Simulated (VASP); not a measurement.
# MgO (P-6m2) in VASP: notebook

One crystal, MgO, is run at these levels: PBE; tasks: G0W0 quasiparticle levels.

All numbers are computed with VASP 6.6.1; they aren't measurements. Logs are shortened: lines on timing, memory, paths and dates and some standing lists are left out, and cuts for length are marked.

## Step 1: The crystal as given

It takes space group P-6m2 (No. 187, hexagonal). Conventional cell: a = 2.938 Å, b = 2.938 Å, c = 2.680 Å, α = 90.00°, β = 90.00°, γ = 120.00°. Mg (site symmetry -6m2) is surrounded by 6 O at 2.16 Å. O (site symmetry -6m2) is surrounded by 6 Mg at 2.16 Å.

Measurements of this composition are mostly on another form, of space group No. 225.

## Step 2: G0W0 quasiparticle levels, PBE

The input, POSCAR:

```
MgO
1.0
    2.9380209034      0.0000000000      0.0000000000
   -1.4690104517      2.5444007392      0.0000000000
    0.0000000000      0.0000000000      2.6796800000
Mg O
1 1
Direct
    0.0000000000      0.0000000000      0.0000000000
    0.3333333333      0.6666666667      0.5000000000
```

The input, INCAR.step1:

```
ALGO = Fast ; EDIFF = 1E-8
ENCUT = 450 ; GGA = PE
ISMEAR = 0 ; LASPH = True
LCHARG = False ; LREAL = False
LWAVE = True ; NELM = 60
PREC = Accurate ; SIGMA = 0.01
```

The input, INCAR.step2:

```
ALGO = Exact ; EDIFF = 1E-8
ENCUT = 450 ; GGA = PE
ISMEAR = 0 ; ISTART = 1
LASPH = True ; LCHARG = False
LOPTICS = True ; LREAL = False
LWAVE = True ; NBANDS = 28
NELM = 1 ; PREC = Accurate
SIGMA = 0.01
```

The input, INCAR.step3:

```
ALGO = EVGW0 ; EDIFF = 1E-8
ENCUT = 450 ; ENCUTGW = 100
GGA = PE ; ISMEAR = 0
ISTART = 1 ; LASPH = True
LCHARG = False ; LREAL = False
LWAVE = False ; NBANDS = 28
NBANDSGW = 12 ; NELMGW = 1
NOMEGA = 48 ; PREC = Accurate
PRECFOCK = Fast ; SIGMA = 0.01
```

The input, KPOINTS:

```
k-points
0
Gamma
  2 2 2
```

Potentials or basis: VASP PAW PBE potentials, release 64 (Mg_GW, O_GW).

Launch:

```sh
$ cat potpaw_PBE.64/Mg_GW/POTCAR potpaw_PBE.64/O_GW/POTCAR > POTCAR
$ cp INCAR.step1 INCAR
$ mpirun -np 1 vasp_std > vasp.out
$ cp INCAR.step2 INCAR
$ mpirun -np 1 vasp_std > vasp.out
$ cp INCAR.step3 INCAR
$ mpirun -np 1 vasp_std > vasp.out
```

OUTCAR:

```text
EDIFF = 1E-8
   ENCUT = 450
   ENCUTGW = 100
   GGA = PE
   ISMEAR = 0
   ISTART = 1
   LASPH = True
   LREAL = False
   NELMGW = 1
   PREC = Accurate
   PRECFOCK = Fast

 Found      4 irreducible k-points:

 Following reciprocal coordinates:
            Coordinates               Weight
  0.000000  0.000000  0.000000      1.000000
  0.500000  0.000000  0.000000      3.000000
  0.000000  0.000000  0.500000      1.000000
  0.500000  0.000000  0.500000      3.000000
   k-points           NKPTS =      4   k-points in BZ     NKDIM =      8   number of bands    NBANDS=     28
   number of dos      NEDOS =    301   number of ions     NIONS =      2
   total plane-waves  NPLWV =   8000
   dimension x,y,z NGX =    20 NGY =   20 NGZ =   20
   dimension x,y,z NGXF=    40 NGYF=   40 NGZF=   40
   ions per type =               1   1
   NGX,Y,Z   is equivalent  to a cutoff of  11.32, 11.32, 12.41 a.u.
   NGXF,Y,Z  is equivalent  to a cutoff of  22.63, 22.63, 24.82 a.u.
 SYSTEM =  unknown system
   PREC   = accura    normal or accurate (medium, high low for compatibility)
   ISTART =      1    job   : 0-new  1-cont  2-samecut
   ICHARG =      0    charge: 1-file 2-atom 10-const
   ISPIN  =      1    spin polarized calculation?
   LNONCOLLINEAR =      F non collinear calculations
   LSORBIT =      F    spin-orbit coupling
   LASPH  =      T    aspherical Exc in radial PAW
   ENCUT  =  450.0 eV  33.07 Ry    5.75 a.u.   5.08  5.08  4.63*2*pi/ulx,y,z
   NELM   =     60;   NELMIN=  2; NELMDL=  0     # of ELM steps
   EDIFF  = 0.1E-07   stopping-criterion for ELM
   LREAL  =      F    real-space projection
   EDIFFG = 0.1E-06   stopping-criterion for IOM
   NSW    =      0    number of steps for IOM
   IBRION =     -1    ionic relax: 0-MD 1-quasi-New 2-CG
   NFREE  =      0    steps in history (QN), initial steepest desc. (CG)
   ISIF   =      0    stress and relaxation
   ISYM   =      3    0-nonsym 1-usesym 2-fastsym
   POTIM  = 0.5000    time-step for ionic-motion
   TEBEG  =    0.0;   TEEND  =   0.0 temperature during run
   PSTRESS=    0.0 pullay stress
   NELECT =       8.0000    total number of electrons
   NUPDOWN=      -1.0000    fix difference up-down
   EMIN   =  10.00;   EMAX   =-10.00  energy-range for DOS
   EFERMI =   0.00;   METHOD = LEGACY
   ISMEAR =     0;   SIGMA  =   0.01  broadening in eV -4-tet -1-fermi 0-gaus
   EFERMI_NEDOS =   21; number of points for ismear=-14 and -15
   IALGO  =     38    algorithm
   IMIX   =      4    mixing-type and parameters
     AMIX     =   0.40;   BMIX     =  1.00
     AMIX_MAG =   1.60;   BMIX_MAG =  1.00
  volume/ion in A,a.u.               =      10.02        67.59
  Fermi-wavevector in a.u.,A,eV,Ry     =   1.205583  2.278221 19.775115  1.453430
  Thomas-Fermi vector in A             =   2.341275
   LORBIT       =      0    0 simple, 1 ext, 2 COOP (PROOUT), +10 PAW based schemes
   GGA     = PE    functional components
   LHFCALC =     T    Hartree Fock is set to
   PRECFOCK=fast      Normal, Fast or Accurate (Low or Medium for compatibility)
   ENCUT4O =  -1.0   cutoff for four orbital integrals eV
   NKREDX  =     1    reduce k-point grid by
   NKREDY  =     1    reduce k-point grid by
   NKREDZ  =     1    reduce k-point grid by
   AEXX    =    1.0000 exact exchange contribution
   HFSCREEN=    0.0000 screening length (either q_TF or 0.3 A-1)
   HFSCREENC=   0.0000 screening length for correlation (either q_TF or 0.3 A-1)
   ENCUTFOCK=  -1.0 apply spherical cutoff to Coloumb kernel
   IVDW    =     0    specifies the selected vdW correction
   LEPSILON=     F    determine dielectric tensor
   LRPA    =     F    only Hartree local field effects (RPA)
   LRPAFORCE           =     F    calculate RPA forces
   ENCUTGW             = 100.0    cutoff for response function in eV
   ENCUTGWSOFT         =  80.0    soft cutoff for Coulomb kernel in GW response function in eV
   ENCUTLF             =  -1.0    cutoff for local field effects
   NELMGW              =     1    number of iterations in solving QP/BSE equation
   NELMHF              =     1    number of iterations in the inner HF iteration
   NKREDLFX            =     1    NKREDLFY  =   1   NKREDLFZ  =   1
 non-spin polarized calculation
 Gauss-broadening in eV      SIGMA  =   0.01
  energy-cutoff  :      450.00
  volume of cell :       20.03
 maximum number of plane-waves:       454
  NGX = 14; NGY = 14; NGZ = 12
   NGX = 11   NGY = 11   NGZ =  9
 maximum number of plane-waves:        52
 NGX is ok and might be reduce to    10

 QP shifts <psi_nk| G(iteration)W_0 |psi_nk>: iteration 1
 for sc-GW calculations column KS-energies equals QP-energies in previous step
 and V_xc(KS)=  KS-energies - (<T + V_ion + V_H > + <T+V_H+V_ion>^1  + <V_x>^1)

 k-point   1 :       0.0000    0.0000    0.0000
  band No.  KS-energies  QP-energies   sigma(KS)   V_xc(KS)     V^pw_x(r,r')   Z            occupation Imag(sigma)

      1     -13.6099     -15.5441     -20.7727     -18.0005     -29.6308       0.6977       2.0000       1.4158
      2       3.2740       2.6496     -19.9084     -19.0695     -25.2960       0.7443       2.0000       0.3300
      3       3.2740       2.6496     -19.9084     -19.0695     -25.2960       0.7443       2.0000       0.3300
      4       3.4779       2.8426     -20.0282     -19.1684     -25.4628       0.7389       2.0000       0.3332
      5       6.5490       7.2554     -10.2088     -11.1193      -5.8660       0.7759       0.0000      -0.2594
      6      15.3175      16.0658      -7.8060      -8.7713      -2.8404       0.7753       0.0000      -0.3041
      7      18.8921      19.7570      -7.5119      -8.6292      -2.4916       0.7740       0.0000      -0.3538
      8      18.8921      19.7570      -7.5119      -8.6292      -2.4916       0.7740       0.0000      -0.3538
      9      23.2740      23.9561      -7.3731      -8.2263      -1.9159       0.7995       0.0000      -0.7887
     10      24.2458      25.5919      -9.1964     -10.9446      -3.4862       0.7700       0.0000      -0.7572
     11      25.9038      27.3237      -9.3321     -11.1762      -3.4683       0.7700       0.0000      -0.8142
     12      25.9038      27.3237      -9.3321     -11.1762      -3.4683       0.7700       0.0000      -0.8142

 k-point   2 :       0.5000    0.0000    0.0000
  band No.  KS-energies  QP-energies   sigma(KS)   V_xc(KS)     V^pw_x(r,r')   Z            occupation Imag(sigma)

      1     -12.5232     -14.4446     -21.9650     -19.2414     -30.7610       0.7055       2.0000       1.2974
      2      -1.2307      -2.3666     -15.5525     -14.0183     -20.4176       0.7404       2.0000       0.4201
      3       2.5174       1.7671     -19.1810     -18.1712     -24.5060       0.7430       2.0000       0.3407
      4       3.8592       3.2810     -20.5048     -19.7285     -25.9831       0.7447       2.0000       0.3297
      5      10.0814      10.6679      -8.7321      -9.4902      -4.0995       0.7736       0.0000      -0.2815
      6      14.2064      15.6243     -12.6493     -14.5417      -8.1388       0.7492       0.0000      -0.3470
      7      16.5560      17.5664      -8.8155     -10.1249      -3.8766       0.7716       0.0000      -0.3093
      8      21.2157      22.5466      -9.6086     -11.3543      -4.0651       0.7623       0.0000      -0.6098
      9      22.1666      23.1840      -7.6655      -8.9784      -2.5931       0.7749       0.0000      -0.4053
     10      25.4283      26.1826      -7.6278      -8.6062      -1.9137       0.7710       0.0000      -0.7771
     11      28.2222      29.6036      -8.1175      -9.9257      -2.4095       0.7640       0.0000      -0.8531
     12      28.4630      29.8295      -7.8313      -9.5734      -2.7278       0.7844       0.0000      -0.4922

 k-point   3 :       0.0000    0.0000    0.5000
  band No.  KS-energies  QP-energies   sigma(KS)   V_xc(KS)     V^pw_x(r,r')   Z            occupation Imag(sigma)

      1     -12.4896     -14.4140     -21.8748     -19.1423     -30.6666       0.7042       2.0000       1.2931
      2      -1.7081      -2.8203     -15.4437     -13.9322     -20.3637       0.7358       2.0000       0.4615
      3       3.8122       3.2508     -20.4968     -19.7414     -25.9105       0.7433       2.0000       0.3263
      4       3.8122       3.2508     -20.4968     -19.7414     -25.9105       0.7433       2.0000       0.3263
      5      11.8022      12.7028      -9.8047     -10.9699      -5.0253       0.7730       0.0000      -0.2932
      6      12.7012      13.7973     -12.4456     -13.9206      -8.1359       0.7431       0.0000      -0.3347
      7      20.9131      21.8461      -7.6304      -8.8236      -2.5789       0.7820       0.0000      -0.4149
      8      20.9131      21.8461      -7.6304      -8.8236      -2.5789       0.7820       0.0000      -0.4149
      9      21.9091      22.9452      -7.9820      -9.3101      -3.0136       0.7801       0.0000      -0.3683
     10      21.9091      22.9452      -7.9820      -9.3101      -3.0136       0.7801       0.0000      -0.3683
     11      24.9006      26.0078      -6.9515      -8.4161      -1.3368       0.7560       0.0000      -0.6482
     12      24.9006      26.0078      -6.9515      -8.4161      -1.3368       0.7560       0.0000      -0.6482

 k-point   4 :       0.5000    0.0000    0.5000
  band No.  KS-energies  QP-energies   sigma(KS)   V_xc(KS)     V^pw_x(r,r')   Z            occupation Imag(sigma)

      1     -11.7304     -13.5667     -22.5834     -19.9765     -31.3728       0.7044       2.0000       1.2072
      2       0.0275      -0.9631     -17.4475     -16.1011     -22.7271       0.7357       2.0000       0.4122
      3       0.3838      -0.6418     -17.3037     -15.9142     -22.4571       0.7381       2.0000       0.3812
      4       3.0432       2.3574     -19.7925     -18.8695     -25.1752       0.7430       2.0000       0.3396
      5       9.2087       9.5955      -7.1976      -7.6940      -2.5192       0.7791       0.0000      -0.2764
      6      14.8593      15.7094      -8.5379      -9.6335      -3.6743       0.7759       0.0000      -0.3024
      7      17.4527      18.7220     -10.1111     -11.7794      -4.9654       0.7608       0.0000      -0.4876
      8      18.4874      19.4553      -7.5788      -8.8294      -2.5784       0.7739       0.0000      -0.3524
      9      18.5506      20.0287     -12.2618     -14.2363      -7.1520       0.7486       0.0000      -0.4616
     10      24.6850      26.0667      -9.4008     -11.2183      -3.7643       0.7602       0.0000      -0.6860
     11      26.4623      27.9166      -9.7269     -11.6113      -3.9339       0.7717       0.0000      -0.8200
     12      32.0684      33.6987      -9.0052     -11.0356      -3.4341       0.8029       0.0000      -0.9405
```

Run time: 5 s. Hardware: 1 thread of Intel Xeon 6975P-C (Granite Rapids), shared host; peak memory 0.14 GiB.

The run converged, but some of its settings lie outside the range that counts as converged, so its numbers aren't taken as properties of the crystal.

Results:

* Band gap on the k mesh, mean-field level: 2.69 eV, indirect (least direct gap 3.07 eV)
* Quasiparticle gap: 3.97 eV
* Least direct quasiparticle gap: 4.41 eV

Caveat: the k mesh is coarse (spacing up to 1.23 Å⁻¹), so the values aren't converged; bands, screening cutoff and mesh are small and nothing is extrapolated, so the quasiparticle values aren't converged.

## Step 3: G0W0 quasiparticle levels, PBE

POSCAR is that of step 2.

INCAR.step1 is that of step 2.

INCAR.step2, as its differences from that of step 2:

```diff
@@ -5,3 +5,3 @@
 LOPTICS = True ; LREAL = False
-LWAVE = True ; NBANDS = 28
+LWAVE = True ; NBANDS = 52
 NELM = 1 ; PREC = Accurate
```

The input, INCAR.step3:

```
ALGO = EVGW0 ; EDIFF = 1E-8
ENCUT = 450 ; ENCUTGW = 150
GGA = PE ; ISMEAR = 0
ISTART = 1 ; LASPH = True
LCHARG = False ; LREAL = False
LWAVE = False ; NBANDS = 52
NBANDSGW = 12 ; NELMGW = 1
NOMEGA = 48 ; PREC = Accurate
PRECFOCK = Fast ; SIGMA = 0.01
```

KPOINTS is that of step 2.

Potentials or basis: VASP PAW PBE potentials, release 64 (Mg_GW, O_GW).

Launch:

```sh
$ cat potpaw_PBE.64/Mg_GW/POTCAR potpaw_PBE.64/O_GW/POTCAR > POTCAR
$ cp INCAR.step1 INCAR
$ mpirun -np 1 vasp_std > vasp.out
$ cp INCAR.step2 INCAR
$ mpirun -np 1 vasp_std > vasp.out
$ cp INCAR.step3 INCAR
$ mpirun -np 1 vasp_std > vasp.out
```

OUTCAR:

```text
EDIFF = 1E-8
   ENCUT = 450
   ENCUTGW = 150
   GGA = PE
   ISMEAR = 0
   ISTART = 1
   LASPH = True
   LREAL = False
   NELMGW = 1
   PREC = Accurate
   PRECFOCK = Fast

 Found      4 irreducible k-points:

 Following reciprocal coordinates:
            Coordinates               Weight
  0.000000  0.000000  0.000000      1.000000
  0.500000  0.000000  0.000000      3.000000
  0.000000  0.000000  0.500000      1.000000
  0.500000  0.000000  0.500000      3.000000
   k-points           NKPTS =      4   k-points in BZ     NKDIM =      8   number of bands    NBANDS=     52
   number of dos      NEDOS =    301   number of ions     NIONS =      2
   total plane-waves  NPLWV =   8000
   dimension x,y,z NGX =    20 NGY =   20 NGZ =   20
   dimension x,y,z NGXF=    40 NGYF=   40 NGZF=   40
   ions per type =               1   1
   NGX,Y,Z   is equivalent  to a cutoff of  11.32, 11.32, 12.41 a.u.
   NGXF,Y,Z  is equivalent  to a cutoff of  22.63, 22.63, 24.82 a.u.
 SYSTEM =  unknown system
[... 54 lines left out ...]
   NKREDLFX            =     1    NKREDLFY  =   1   NKREDLFZ  =   1
 non-spin polarized calculation
 Gauss-broadening in eV      SIGMA  =   0.01
  energy-cutoff  :      450.00
  volume of cell :       20.03
 maximum number of plane-waves:       454
  NGX = 14; NGY = 14; NGZ = 12
   NGX = 11   NGY = 11   NGZ =  9
 maximum number of plane-waves:        88
 NGX is ok and might be reduce to    14

 QP shifts <psi_nk| G(iteration)W_0 |psi_nk>: iteration 1
 for sc-GW calculations column KS-energies equals QP-energies in previous step
 and V_xc(KS)=  KS-energies - (<T + V_ion + V_H > + <T+V_H+V_ion>^1  + <V_x>^1)

 k-point   1 :       0.0000    0.0000    0.0000
  band No.  KS-energies  QP-energies   sigma(KS)   V_xc(KS)     V^pw_x(r,r')   Z            occupation Imag(sigma)

      1     -13.6099     -15.5878     -20.8427     -18.0005     -29.6308       0.6959       2.0000       1.4051
      2       3.2740       2.4380     -20.1997     -19.0694     -25.2960       0.7397       2.0000       0.3180
      3       3.2740       2.4380     -20.1997     -19.0694     -25.2960       0.7397       2.0000       0.3180
      4       3.4779       2.6080     -20.3469     -19.1684     -25.4628       0.7381       2.0000       0.3142
      5       6.5490       7.2174     -10.2549     -11.1193      -5.8660       0.7732       0.0000      -0.2557
      6      15.3175      15.9067      -8.0119      -8.7713      -2.8404       0.7759       0.0000      -0.3014
      7      18.8921      19.5861      -7.7313      -8.6292      -2.4916       0.7729       0.0000      -0.3491
      8      18.8921      19.5861      -7.7313      -8.6292      -2.4916       0.7729       0.0000      -0.3491
      9      23.2740      23.7748      -7.5985      -8.2263      -1.9159       0.7977       0.0000      -0.7784
     10      24.2458      25.3906      -9.4560     -10.9446      -3.4862       0.7690       0.0000      -0.7481
     11      25.9038      27.0724      -9.6525     -11.1762      -3.4683       0.7670       0.0000      -0.8071
     12      25.9038      27.0724      -9.6525     -11.1762      -3.4683       0.7670       0.0000      -0.8071
[... 36 lines left out ...]
      1     -11.7304     -13.6243     -22.6669     -19.9765     -31.3728       0.7040       2.0000       1.2330
      2       0.0275      -1.1285     -17.6751     -16.1011     -22.7271       0.7345       2.0000       0.3961
      3       0.3838      -0.8036     -17.5255     -15.9142     -22.4571       0.7369       2.0000       0.3680
      4       3.0432       2.1606     -20.0649     -18.8695     -25.1752       0.7384       2.0000       0.3265
      5       9.2087       9.5008      -7.3191      -7.6940      -2.5192       0.7793       0.0000      -0.2748
      6      14.8593      15.5612      -8.7282      -9.6335      -3.6743       0.7754       0.0000      -0.3002
      7      17.4527      18.5654     -10.3163     -11.7794      -4.9654       0.7604       0.0000      -0.4827
      8      18.4874      19.2877      -7.7958      -8.8294      -2.5784       0.7742       0.0000      -0.3496
      9      18.5506      19.7986     -12.5607     -14.2363      -7.1520       0.7448       0.0000      -0.4591
     10      24.6850      25.8360      -9.7016     -11.2183      -3.7643       0.7589       0.0000      -0.6777
     11      26.4623      27.6205     -10.1005     -11.6113      -3.9339       0.7666       0.0000      -0.8088
     12      32.0684      33.3850      -9.3919     -11.0356      -3.4341       0.8010       0.0000      -0.9438
```

OUTCAR.step1:

```text
EDIFF = 1E-8
   ENCUT = 450
   GGA = PE
   ISMEAR = 0
   LASPH = True
[... 151 lines left out ...]
 -----------------------------------------------------------------------------------
      0.00000      0.00000      0.00000        -0.000000      0.000000      0.000000
     -0.00000      1.69627      1.33984         0.000000      0.000000      0.000000
 -----------------------------------------------------------------------------------
    total drift:                               -0.000001      0.000000     -0.000000

  FREE ENERGIE OF THE ION-ELECTRON SYSTEM (eV)
  ---------------------------------------------------
  free  energy   TOTEN  =       -10.2398867812 eV

  energy  without entropy=      -10.2398867812  energy(sigma->0) =      -10.23988678
```

Run time: 5.5 s. Hardware: 1 thread of Intel Xeon 6975P-C (Granite Rapids), shared host; peak memory 0.14 GiB.

These settings aren't checked as converged: the numbers below hold their error.

Results:

* Band gap on the k mesh, mean-field level: 2.69 eV, indirect (least direct gap 3.07 eV)
* Quasiparticle gap: 4.17 eV
* Least direct quasiparticle gap: 4.61 eV

Caveat: the k mesh is coarse (spacing up to 1.23 Å⁻¹), so the values aren't converged; bands, screening cutoff and mesh are small and nothing is extrapolated, so the quasiparticle values aren't converged.

(Continued in part 2 of 2.)
